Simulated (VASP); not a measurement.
Input of a VASP 6.6.1 run:

Contents of INCAR:

```
PREC = Accurate
ENCUT = 900
EDIFF = 1E-8
ISMEAR = 0
SIGMA = 0.05
LREAL = False
LASPH = True
NELM = 100
ALGO = Normal
ISIF = 2
LWAVE = False
LCHARG = False
METAGGA = R2SCAN
LMIXTAU = True
IVDW = 12
VDW_S6 = 1.0
VDW_S8 = 0.78981345
VDW_A1 = 0.49484001
VDW_A2 = 5.73083694
LEFG = True
```

File AlN.cif:

```cif
data_AlN
_cell_length_a 3.11300000
_cell_length_b 3.11300000
_cell_length_c 4.98100000
_cell_angle_alpha 90.00000000
_cell_angle_beta 90.00000000
_cell_angle_gamma 120.00000000
_space_group_name_H-M_alt 'P6_3mc'
_space_group_name_Hall 'P 6c -2c'
_space_group_IT_number 186
loop_
_space_group_symop_operation_xyz
'x,y,z'
'x-y,x,z+1/2'
'-y,x-y,z'
'-x,-y,z+1/2'
'-x+y,-x,z'
'y,-x+y,z+1/2'
'y,x,z+1/2'
'x,x-y,z'
'x-y,-y,z+1/2'
'-y,-x,z'
'-x,-x+y,z+1/2'
'-x+y,y,z'
loop_
_atom_site_label
_atom_site_type_symbol
_atom_site_symmetry_multiplicity
_atom_site_Wyckoff_symbol
_atom_site_fract_x
_atom_site_fract_y
_atom_site_fract_z
_atom_site_occupancy
Al1 Al 2 b 0.6666666667 0.3333333333 0.5000000000 1
N1 N 2 b 0.6666666667 0.3333333333 0.8800000000 1
```

Contents of KPOINTS:

```
Automatic mesh
0
Gamma
  10 10 6
```

POSCAR

```
Al N 
 1.0000000000000000
     3.1130000000000000    0.0000000000000000    0.0000000000000000
    -1.5564999999999993    2.6959370819809578    0.0000000000000000
     0.0000000000000000    0.0000000000000000    4.9809999999999999
 Al  N  
   2   2
Cartesian
  1.5565000001556497  0.8986456939037880  2.4904999999999999
  0.0000000001556503  1.7972913880771695  0.0000000000000000
  1.5565000001556497  0.8986456939037880  4.3832800000000001
  0.0000000001556503  1.7972913880771695  1.8927799999999995
```

Potentials or basis: VASP PAW PBE potentials, release 64 (Al, N_h).

Run with:

```console
$ ase convert -i cif -o vasp AlN.cif POSCAR
$ cat potpaw_PBE.64/Al/POTCAR potpaw_PBE.64/N_h/POTCAR > POTCAR
$ mpirun -np 1 vasp_std > vasp.out
```

Task: What does it give for the dispersion energy per atom?

Result: -0.126 eV.

Task: Estimate the band gap on the k mesh.

Result: 4.90 eV, direct.

Task: Estimate the largest force.

Result: 0.124 eV/Å.

Task: Estimate the pressure.

Result: -3.5 GPa.

Forces on the atoms (eV/Å):
```
Al   0.000  0.000 -0.124
Al   0.000  0.000 -0.124
N    0.000  0.000  0.124
N    0.000  0.000  0.124
```

Caveat: the cutoff is under 1.25 times the usual one of these potentials, so pressure, stress and relaxed cells hold a basis-set (Pulay) error; the PAW data sets were made with another functional, which shifts forces and pressure a little.

**What was measured.**

“Structural and optical properties of self-assembled AlN nanowires grown on SiO2/Si substrates by molecular beam epitaxy”, 2024, arxiv:2402.00216 quotes, for a bulk crystal of AlN at 0 K: band gap 6.0343 eV (an exciton energy, a little under the gap).

Against the measured gap of AlN, 6.0343 eV (an exciton energy, a little under the gap; 0 K; quoted in “Structural and optical properties of self-assembled AlN nanowires grown on SiO2/Si substrates by molecular beam epitaxy”, 2024, arxiv:2402.00216), the calculated 4.90 eV is off by -1.14 eV. 2 values of this kind are on record (6.034 to 6.0343 eV); this one was drawn at random. The value is that of r2SCAN+D3(BJ) on a finite k mesh, which can miss the band edges, without temperature or zero-point motion.
